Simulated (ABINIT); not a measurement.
Here is an ABINIT 10.8.3 (patched build) calculation.

File run.abi:

```
# Pseudopotentials
pp_dirpath "./"
pseudos "Cd.GGA_PBE-JTH.xml, Se.GGA_PBE-JTH.xml"

# Structure
acell 7.6805846842 7.6805846842 7.6805846842
rprim
     0.0000000000     0.7071067812     0.7071067812
     0.7071067812     0.0000000000     0.7071067812
     0.7071067812     0.7071067812     0.0000000000
ntypat 2
znucl 48 34
natom 2
typat 1 2
xcart
     0.0778967400    -0.0074784781    -0.0617286723
     5.3916459657     5.3072211715     5.4364190762
chkprim 0
chksymtnons 0
tolsym 1.0e-6

# Plane-wave basis
ecut 22.0
pawecutdg 44.0

# k points
kptopt 1
ngkpt 8 8 8
nshiftk 1
shiftk 0.0 0.0 0.0

# Exchange and correlation
ixc 11

# Bands and occupations
nband 13
occopt 3
tsmear 0.05 eV

# SCF cycle
nstep 100
tolvrs 1.0e-9

# Output
iomode 3
prtwf 0
prtden 0
prteig 0
prtebands 0
enunit 1
```

Potentials or basis: JTH PAW PBE v2.0.

Command:

```console
$ abinit run.abi > log 2>&1
```

**Question.** Estimate the largest force.

**Answer.** 0.099 eV/Å.

**Question.** What does it give for the pressure?

**Answer.** -0.1 GPa.

Stress tensor (GPa, compression positive):
```
-0.05 -0.03  0.02
-0.03 -0.05  0.02
 0.02  0.02 -0.24
```
